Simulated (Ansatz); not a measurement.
# Worked example: self-consistent single point of AlSb (R3m, 2 atoms in the cell) in Ansatz

Level of theory: PBE (plane waves, PAW; Ansatz, a first-principles code).

This input was run:

Ansatz 0.2 input:
```yaml
crystal:
  lattice:
    - [0.00000000, 3.06079000, 3.06079000]
    - [3.06079000, 0.00000000, 3.06079000]
    - [3.06079000, 3.06079000, 0.00000000]
  atoms:
    - { symbol: Al, position: [0.00471600, 0.00471600, 0.00471600] }
    - { symbol: Sb, position: [0.25000000, 0.25000000, 0.25000000] }
basis:
  ecutwfc: 420.0 eV
kpoints:
  mp_grid:
    grid: [7, 7, 7]
hamiltonian:
  xc: pbe
  pseudopotentials:
    kind: paw
scf:
  occupations:
    method: fermi_dirac
    width: 0.01 eV
output:
  forces: true
  eigenvalues: true
  stress: true
```

Log, with long lists cut:

```
WARN ansatz: RAYON_NUM_THREADS=1 ignored (pool sized by the plan → 1); use --threads N
Pseudopotentials: kind: paw
Pseudopotential: Al, paw, valence charge 3
Pseudopotential: Sb, paw, valence charge 15
Crystal: 2 atoms, lattice volume = 57.350 Å³
Basis set: ecut = 420 eV, 1139 PW (Γ), exchange–correlation on 60×60×60 points (8 copies of the dense FFT grid, shifted against one another)
Bands: 13, of which v1, the nominal top of the filled ones, is band 9 counted from 1 (8 counted from 0)
Symmetry: 6 space group operations
Space group: R3m (ITA 160), of the structure as read, at distance tolerance 3.9e-5 Å
k-points: 44 of 343 (time reversal used)
Initial density: superposition of atomic densities (neutral atoms: chi_scale 0, normalization atom), corrected by the library's trained network
Initial wavefunctions: pseudopotential atomic-orbital guess
Eigensolver: davidson
Functional: x = pbe(κ = 0.804, μ = 0.2195149727645171), c = pbe(β = 0.06672455060314922)
SCF iter   1: F=—  HF=-7022.298442 eV  |F-HF|=—  |Δ(HF+E_count)|=         —  Δρ=1.64e-3  dr2=2.88e-3  ethr=1.77e-3  ⟨swp⟩=6.6  Hψ=3963  notcnv=0
all-band conjugate gradients solve this SCF's bands
preconditioner: auto → none
SCF iter   2: F=—  HF=-7022.297167 eV  |F-HF|=—  |Δ(HF+E_count)|=   1.27e-3  Δρ=6.57e-4  dr2=3.01e-4  ethr=1.60e-5  ⟨swp⟩=2.3  Hψ=1477  notcnv=0
SCF iter   3: F=—  HF=-7022.297260 eV  |F-HF|=—  |Δ(HF+E_count)|=   9.24e-5  Δρ=1.94e-4  dr2=2.37e-5  ethr=1.67e-6  ⟨swp⟩=3.0  Hψ=1144  notcnv=0
SCF iter   4: F=—  HF=-7022.297258 eV  |F-HF|=—  |Δ(HF+E_count)|=   1.43e-6  Δρ=8.00e-5  dr2=4.39e-6  ethr=1.32e-7  ⟨swp⟩=2.0  Hψ=968  notcnv=0
iter 5 did not close the SCF: its close was put off for the readings that it lacked (scf_convergence_deferred on its scf_iter line)
SCF iter   5: F=-7022.297261 eV  HF=-7022.297261 eV  |F-HF|=1.33e-7  |Δ(HF+E_count)|=   2.88e-6  Δρ=1.12e-5  dr2=7.16e-8  ethr=2.44e-8  ⟨swp⟩=2.0  Hψ=748  notcnv=0
SCF iter   6: F=-7022.297261 eV  HF=-7022.297261 eV  |F-HF|=3.82e-9  |Δ(HF+E_count)|=   1.62e-7  Δρ=2.16e-6  dr2=2.09e-9  ethr=3.98e-10  ⟨swp⟩=2.8  Hψ=1976  notcnv=0
SCF 1 converged in 6 iterations: F = -7022.297261 eV  dr2 = 2.09e-9
SCF converged after 6 iterations
Free energy (F): -7022.297261 eV
Harris-Foulkes:  -7022.297261 eV  (|F-HF|=3.82e-9)
Internal energy: -7022.297261 eV  (E = F + TS)
E sigma→0 (E₀):  -7022.297261 eV
Fermi energy:    6.948572 eV
--- Per-component energies (eV) ---
  E_band       = -203.283348
  E_kinetic    = 230.253828
  E_local      = -1934.151376  (includes V_loc(G=0)·N_el)
  E_nonlocal   = 374.391474
  E_hartree    = 876.418358
  E_xc         = -177.679568
  E_vxc        = -124.634813  (∫ρ·V_xc dr)
  E_paw        = -5044.877004  (= ΣΔE_a)
  E_vpaw       = -501.979335  (= ΣTr[D̂ρ^β])
  E_aug_tail   = -0.000004  (compensation charges beyond the density's cutoff)
  E_ewald      = -1346.652970
  E_smearing   = -0.000000  (= −TS)
  E_closure    = 0.000000  (closes the sum)
  Σ components = -7022.297261   (vs F -7022.297261, Δ=0.00e0)
--- Forces (eV/Å), atoms counted from 1 ---
  atom   1  Al    -0.26097627    -0.26097627    -0.26097627
  atom   2  Sb     0.26097859     0.26097859     0.26097859
  max |Σ_I F_I| component: 2.32e-6 eV/Å
--- Stress (GPa, compression-positive) ---
        2.823616       0.722671       0.722671
        0.722671       2.823616       0.722671
        0.722671       0.722671       2.823616
  P = ⅓ Tr σ = 2.8236 GPa (28.236 kbar)
  The stress holds the Pulay correction. Without it, at fixed plane waves, as pw.x and ABINIT print it: P = 2.7897 GPa
--- Band table (eV; the first three rows and the last of 44) ---
  k-point 0: bands = ["-21.8688", "-21.8596", "-21.8596", "-21.8397", "-21.8397", "-4.4530", "6.1639", "6.3975", "6.3975", "7.9868", "9.4004", "9.4004", "9.5447"]
  k-point 1: bands = ["-21.8682", "-21.8593", "-21.8592", "-21.8397", "-21.8394", "-4.2654", "4.6389", "5.9662", "6.1608", "8.4180", "9.7339", "9.8846", "10.3910"]
  k-point 2: bands = ["-21.8671", "-21.8586", "-21.8584", "-21.8395", "-21.8387", "-3.7528", "2.5456", "5.5755", "5.7661", "7.9952", "10.0431", "10.2718", "12.5187"]
  k-point 43: bands = ["-21.8674", "-21.8560", "-21.8553", "-21.8401", "-21.8395", "-2.8960", "0.8648", "4.2866", "5.2150", "8.6244", "10.1187", "10.7077", "13.5236"]
```

The run converged in 6 iterations.

The starting cell has typed, rounded lattice constants, without a prior relaxation at this level. Its lattice was rescaled by up to half a per cent. One atom was moved a little off its site on purpose. Spin-orbit coupling is off. Ansatz's pressure includes its estimate of the finite-basis (Pulay) stress.
